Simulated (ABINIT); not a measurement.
# MgO (Fm-3m) in ABINIT: further runs

One crystal, MgO, is run at these levels: AM05, BLYP; tasks: equation of state, band structure.

Program: ABINIT 10.8.3 (patched build). These are calculated values, not measurements. Logs are shortened: lines on timing, memory, paths and dates and some standing lists are left out, and cuts for length are marked. The log counts tension as positive stress, the text compression.

**Measured values to compare with.**

“Electronic structure of alkaline earth and post-transition metal oxides”, 2009, arxiv:0908.1581 quotes, for a bulk crystal of MgO: band gap 7.83 eV.

The results are compared with them further down.

### Step 1. The structure

It takes space group Fm-3m (No. 225, cubic). The conventional cell has a = 4.194 Å, b = 4.194 Å, c = 4.194 Å, α = 90.00°, β = 90.00°, γ = 90.00°. Around Mg (site symmetry m-3m) lie 6 O at 2.10 Å. O (site symmetry m-3m) is surrounded by 6 Mg at 2.10 Å.

The cell is a database's computed one.

### Step 2. Equation of state, AM05

run.abi reads:

```
# Datasets: one volume each
ndtset 7
getwfk -1
scalecart1 3*0.9795861087
scalecart2 3*0.9864848297
scalecart3 3*0.9932883884
scalecart4 3*1.0000000000
scalecart5 3*1.0066227096
scalecart6 3*1.0131594038
scalecart7 3*1.0196128224

# Pseudopotentials
pp_dirpath "./"
pseudos "Mg.GGA_PBE-JTH.xml, O.GGA_PBE-JTH.xml"

# Structure
acell 3*1.0 Angstrom
rprim
     0.0000000000     2.0970013927     2.0970013927
     2.0970013927     0.0000000000     2.0970013927
     2.0970013927     2.0970013927     0.0000000000
ntypat 2
znucl 12 8
natom 2
typat 1 2
xred
     0.0000000000     0.0000000000     0.0000000000
     0.5000000000     0.5000000000     0.5000000000

# Plane-wave basis
ecut 23.0
pawecutdg 45.0

# k points
kptopt 1
ngkpt 11 11 11
nshiftk 1
shiftk 0.0 0.0 0.0

# Exchange and correlation
ixc -120135

# Bands and occupations
nband 12
occopt 3
tsmear 0.05 eV

# SCF cycle
nstep 100
tolvrs 1.0e-9

# Output
iomode 3
prtwf 1
prtden 0
prteig 0
prtebands 0
```

Potentials or basis: JTH PAW PBE v2.0.

Command:

```
$ abinit run.abi > log 2>&1
```

run.abo:

```text
.Version 10.8.3 of ABINIT
 DATASET    1 : space group Fm -3 m (#225); Bravais cF (face-center cubic)
================================================================================
 Values of the parameters that define the memory need for DATASET  1.
     intxc =       0    ionmov =       0      iscf =      17    lmnmax =       8
     lnmax =       4     mgfft =      24  mpssoang =       2    mqgrid =    3001
     natom =       2  nloc_mem =       2    nspden =       1   nspinor =       1
    nsppol =       1      nsym =      48    n1xccc =       1    ntypat =       2
    occopt =       3   xclevel =       2
       mpw =         626          nfft =       13824          nkpt =          56
 PAW method is used; the additional fine FFT grid is defined by:
   mgfftf=        36    nfftf =     46656
================================================================================
================================================================================
[... 71 lines left out ...]
 DATASET    7 : space group Fm -3 m (#225); Bravais cF (face-center cubic)
================================================================================
 Values of the parameters that define the memory need for DATASET  7.
     intxc =       0    ionmov =       0      iscf =      17    lmnmax =       8
     lnmax =       4     mgfft =      27  mpssoang =       2    mqgrid =    3001
     natom =       2  nloc_mem =       2    nspden =       1   nspinor =       1
    nsppol =       1      nsym =      48    n1xccc =       1    ntypat =       2
    occopt =       3   xclevel =       2
       mpw =         706          nfft =       19683          nkpt =          56
 PAW method is used; the additional fine FFT grid is defined by:
   mgfftf=        36    nfftf =     46656
================================================================================
================================================================================

--------------------------------------------------------------------------------
------------- Echo of variables that govern the present computation ------------
--------------------------------------------------------------------------------
 -outvars: echo values of preprocessed input variables --------
            acell      1.8897261259E+00  1.8897261259E+00  1.8897261259E+00 Bohr
              amu      2.43050000E+01  1.59994000E+01
             ecut      2.30000000E+01 Hartree
           getwfk          -1
                       outvar_i_n : Printing only first  50 k-points.
              ixc     -120135
           jdtset        1    2    3    4    5    6    7
                       outvar_i_n : Printing only first  50 k-points.
         kptrlatt       11    0    0      0   11    0      0    0   11
          kptrlen1     6.03876163E+01
          kptrlen2     6.08128952E+01
          kptrlen3     6.12323078E+01
          kptrlen4     6.16460521E+01
          kptrlen5     6.20543160E+01
          kptrlen6     6.24572774E+01
          kptrlen7     6.28551052E+01
            natom           2
            nband          12
           ndtset           7
            ngfft1         24      24      24
            ngfft2         24      24      24
            ngfft3         27      27      27
            ngfft4         27      27      27
[... 77 lines left out ...]

 chkinp: Checking input parameters for consistency, jdtset=   2.
[... 36 lines left out ...]
 getcut: wavevector=  0.0000  0.0000  0.0000  ngfft=  36  36  36
         ecut(hartree)=     45.000   => boxcut(ratio)=   2.17158

--- Pseudopotential description ------------------------------------------------
- pspini: atom type   1  psp file is ./Mg.GGA_PBE-JTH.xml
 Pseudopotential format is: paw10
 basis_size (lnmax)=  4 (lmn_size=  8), orbitals=   0   0   1   1
 Spheres core radius: rc_sph= 1.90157919
 Shapefunction is SIN type: shapef(r)=[sin(pi*r/rshp)/(pi*r/rshp)]**2
 Radius for shape functions =  1.70710089
 Compensation charge density is not taken into account in XC energy/potential

- pspini: atom type   2  psp file is ./O.GGA_PBE-JTH.xml
 Pseudopotential format is: paw10
 basis_size (lnmax)=  4 (lmn_size=  8), orbitals=   0   0   1   1
 Spheres core radius: rc_sph= 1.41465230
 Shapefunction is SIN type: shapef(r)=[sin(pi*r/rshp)/(pi*r/rshp)]**2
 Radius for shape functions =  1.20231231
 Compensation charge density is not taken into account in XC energy/potential

   2.59069307E+02                                ecore*ucvol(ha*bohr**3)
--------------------------------------------------------------------------------

[... 1217 lines left out ...]
-Cartesian components of stress tensor (GPa)         [Pressure= -5.3671E+00 GPa]
- sigma(1 1)=  5.36713086E+00  sigma(3 2)=  0.00000000E+00
- sigma(2 2)=  5.36713086E+00  sigma(3 1)=  0.00000000E+00
- sigma(3 3)=  5.36713086E+00  sigma(2 1)=  0.00000000E+00

== END DATASET(S) ==============================================================
================================================================================

 -outvars: echo values of variables after computation  --------
            acell      1.8897261259E+00  1.8897261259E+00  1.8897261259E+00 Bohr
           etotal1    -7.9554241413E+01
           etotal2    -7.9555352361E+01
           etotal3    -7.9556113986E+01
           etotal4    -7.9556561945E+01
           etotal5    -7.9556723162E+01
           etotal6    -7.9556626135E+01
           etotal7    -7.9556296508E+01
            fcart1    -0.0000000000E+00 -0.0000000000E+00 -0.0000000000E+00
                      -0.0000000000E+00 -0.0000000000E+00 -0.0000000000E+00
            fcart2    -0.0000000000E+00 -0.0000000000E+00 -0.0000000000E+00
                      -0.0000000000E+00 -0.0000000000E+00 -0.0000000000E+00
            fcart3    -0.0000000000E+00 -0.0000000000E+00 -0.0000000000E+00
                      -0.0000000000E+00 -0.0000000000E+00 -0.0000000000E+00
            fcart4    -0.0000000000E+00 -0.0000000000E+00 -0.0000000000E+00
                      -0.0000000000E+00 -0.0000000000E+00 -0.0000000000E+00
            fcart5    -0.0000000000E+00 -0.0000000000E+00 -0.0000000000E+00
                      -0.0000000000E+00 -0.0000000000E+00 -0.0000000000E+00
[... 38 lines left out ...]
                       0.0000000000E+00  0.0000000000E+00  0.0000000000E+00
           xangst1     0.0000000000E+00  0.0000000000E+00  0.0000000000E+00
                       2.0541934342E+00  2.0541934342E+00  2.0541934342E+00
           xangst2     0.0000000000E+00  0.0000000000E+00  0.0000000000E+00
                       2.0686600618E+00  2.0686600618E+00  2.0686600618E+00
           xangst3     0.0000000000E+00  0.0000000000E+00  0.0000000000E+00
                       2.0829271338E+00  2.0829271338E+00  2.0829271338E+00
           xangst4     0.0000000000E+00  0.0000000000E+00  0.0000000000E+00
                       2.0970013927E+00  2.0970013927E+00  2.0970013927E+00
           xangst5     0.0000000000E+00  0.0000000000E+00  0.0000000000E+00
                       2.1108892240E+00  2.1108892240E+00  2.1108892240E+00
           xangst6     0.0000000000E+00  0.0000000000E+00  0.0000000000E+00
                       2.1245966808E+00  2.1245966808E+00  2.1245966808E+00
           xangst7     0.0000000000E+00  0.0000000000E+00  0.0000000000E+00
                       2.1381295086E+00  2.1381295086E+00  2.1381295086E+00
             xred      0.0000000000E+00  0.0000000000E+00  0.0000000000E+00
                       5.0000000000E-01  5.0000000000E-01  5.0000000000E-01
 Calculation completed.
```

Run time: 1.7 min. Hardware: 1 thread of Arm Neoverse V1, shared host; peak memory 0.13 GiB.

What came out:

```yaml
Equilibrium_volume: 9.43 Å³/atom
Bulk_modulus: 154 GPa
Pressure_derivative_of_the_bulk_modulus: 4.1
```

Energy against volume, from the lowest point:
```csv
volume (Å³/atom),energy (meV/atom)
8.668,33.77
8.853,18.65
9.037,8.29
9.221,2.19
9.406,0.00
9.590,1.32
9.775,5.80
```

Caveat: pressures at fixed basis lie under the slope of the energies; the PAW data sets were made with another functional, which shifts forces and pressure a little.

### Step 3. Band structure, BLYP

run.abi reads:

```
ndtset 2

pp_dirpath "./"
pseudos "Mg.GGA_PBE-JTH.xml, O.GGA_PBE-JTH.xml"

acell 5.6041865537 5.6041865537 5.6041865537
rprim
     0.0000000000     0.7071067812     0.7071067812
     0.7071067812     0.0000000000     0.7071067812
     0.7071067812     0.7071067812     0.0000000000
ntypat 2
znucl 12 8
natom 2
typat 1 2
xred
     0.0000000000     0.0000000000     0.0000000000
     0.5000000000     0.5000000000     0.5000000000

ecut 23.0
pawecutdg 45.0

ixc -106131

occopt 3
tsmear 0.00183747

nstep 100

iomode 3
prtwf 0
prteig 0
prtebands 0
enunit 1
prtden1 1

kptopt1 1
ngkpt1 11 11 11
nshiftk1 1
shiftk1 0.0 0.0 0.0
nband1 12
tolvrs1 1.0e-9

iscf2 -2
getden2 1
nband2 18
nbdbuf2 4
tolwfr2 1.0e-11
kptopt2 -9
ndivsm2 6
prteig2 1
prtvol2 -3
kptbounds2
     0.0000000000     0.0000000000     0.0000000000
     0.5000000000     0.0000000000     0.5000000000
     0.5000000000     0.2500000000     0.7500000000
     0.3750000000     0.3750000000     0.7500000000
     0.0000000000     0.0000000000     0.0000000000
     0.5000000000     0.5000000000     0.5000000000
     0.6250000000     0.2500000000     0.6250000000
     0.5000000000     0.2500000000     0.7500000000
     0.5000000000     0.5000000000     0.5000000000
     0.3750000000     0.3750000000     0.7500000000
```

Potentials or basis: JTH PAW PBE v2.0.

Command:

```
$ abinit run.abi > log 2>&1
```

run.abo:

```text
.Version 10.8.3 of ABINIT
 DATASET    1 : space group Fm -3 m (#225); Bravais cF (face-center cubic)
================================================================================
 Values of the parameters that define the memory need for DATASET  1.
     intxc =       0    ionmov =       0      iscf =      17    lmnmax =       8
     lnmax =       4     mgfft =      27  mpssoang =       2    mqgrid =    3001
     natom =       2  nloc_mem =       2    nspden =       1   nspinor =       1
    nsppol =       1      nsym =      48    n1xccc =       1    ntypat =       2
    occopt =       3   xclevel =       2
       mpw =         670          nfft =       19683          nkpt =          56
 PAW method is used; the additional fine FFT grid is defined by:
   mgfftf=        36    nfftf =     46656
================================================================================
================================================================================

 DATASET    2 : space group Fm -3 m (#225); Bravais cF (face-center cubic)
================================================================================
 Values of the parameters that define the memory need for DATASET  2.
     intxc =       0    ionmov =       0      iscf =      -2    lmnmax =       8
     lnmax =       4     mgfft =      27  mpssoang =       2    mqgrid =    3001
     natom =       2  nloc_mem =       2    nspden =       1   nspinor =       1
    nsppol =       1      nsym =      48    n1xccc =       1    ntypat =       2
    occopt =       3   xclevel =       2
       mpw =         670          nfft =       19683          nkpt =         103
 PAW method is used; the additional fine FFT grid is defined by:
   mgfftf=        36    nfftf =     46656
[... 1080 lines left out ...]
  31.04522   32.00577
 kpt#   5, nband= 18, wtk=  1.00000, kpt=  0.1176  0.0000  0.1176 (reduced coord)
[... 381 lines left out ...]
  16.30962   18.40885   19.15811   23.82006   25.36567   29.84372   33.08478   34.75903
  35.15569   39.00066
 kpt# 101, nband= 18, wtk=  1.00000, kpt=  0.4000  0.4000  0.7000 (reduced coord)
 -66.46928  -33.44569  -33.42698  -33.40093   -9.73173    2.44473    3.32396    4.90459
  16.48079   18.32677   18.88522   24.04742   24.97512   30.29284   33.68960   34.51631
  34.86257   39.93000
 kpt# 102, nband= 18, wtk=  1.00000, kpt=  0.3875  0.3875  0.7250 (reduced coord)
 -66.46901  -33.44254  -33.43097  -33.40257   -9.70860    2.56829    3.18265    4.84957
  16.50334   18.17594   18.81100   24.23557   24.71542   30.83896   33.73233   34.57923
  34.67958   40.96320
 kpt# 103, nband= 18, wtk=  1.00000, kpt=  0.3750  0.3750  0.7500 (reduced coord)
 -66.46886  -33.44317  -33.43032  -33.40398   -9.69782    2.51997    3.26720    4.80513
  16.42779   17.94846   18.87762   24.38025   24.59316   31.44663   33.48244   34.32945
  35.00991   41.68957

== END DATASET(S) ==============================================================
================================================================================

 -outvars: echo values of variables after computation  --------
            acell      5.6041865537E+00  5.6041865537E+00  5.6041865537E+00 Bohr
           etotal1    -7.9886089050E+01
            fcart1    -0.0000000000E+00 -0.0000000000E+00 -0.0000000000E+00
                      -0.0000000000E+00 -0.0000000000E+00 -0.0000000000E+00
            rprim      0.0000000000E+00  7.0710678120E-01  7.0710678120E-01
                       7.0710678120E-01  0.0000000000E+00  7.0710678120E-01
                       7.0710678120E-01  7.0710678120E-01  0.0000000000E+00
           strten1    -3.4145673883E-04 -3.4145673883E-04 -3.4145673883E-04
                       0.0000000000E+00  0.0000000000E+00  0.0000000000E+00
           xangst      0.0000000000E+00  0.0000000000E+00  0.0000000000E+00
                       2.0970013913E+00  2.0970013913E+00  2.0970013913E+00
             xred      0.0000000000E+00  0.0000000000E+00  0.0000000000E+00
                       5.0000000000E-01  5.0000000000E-01  5.0000000000E-01
 Calculation completed.
```

It took 35 s on 1 thread of Arm Neoverse V1, shared host; peak memory 0.13 GiB.

What came out:

| Item | Value |
| --- | --- |
| Free energy | -2173.8112 eV |
| Pressure | 10.0 GPa |
| Band gap on the k mesh | 5.12 eV, direct |
| Band gap along the path | 5.12 eV, direct |
| Valence electrons inside the program's atomic spheres | Mg 8.30; O 4.63 |

Levels at the corners of the path, in eV from the valence-band top:
```csv
point,band 6,band 7,band 8,band 9,band 10,band 11
Γ,0.00,0.00,0.00,5.12,16.11,16.11
X,-4.00,-1.34,-1.34,9.56,10.18,13.50
W,-2.89,-2.89,-1.76,12.06,12.06,12.37
K,-3.42,-2.67,-1.14,10.49,12.01,12.94
Γ,0.00,0.00,0.00,5.12,16.11,16.11
L,-4.57,-0.65,-0.65,8.31,12.96,16.57
U,-3.42,-2.67,-1.14,10.49,12.01,12.94
W,-2.89,-2.89,-1.76,12.06,12.06,12.37
L,-4.57,-0.65,-0.65,8.31,12.96,16.57
K,-3.42,-2.67,-1.14,10.49,12.01,12.94
```

Caveat: the PAW data sets were made with another functional, which shifts forces and pressure a little.

### Step 4. How close it comes

Step 3. A measured gap of MgO is 7.83 eV (quoted in “Electronic structure of alkaline earth and post-transition metal oxides”, 2009, arxiv:0908.1581); the calculated 5.12 eV misses it by -2.71 eV. The value is that of BLYP, without temperature or zero-point motion. Semilocal functionals fall short of measured gaps as a rule. The cell is a database's relaxed one, not the measured one, which moves gaps too.
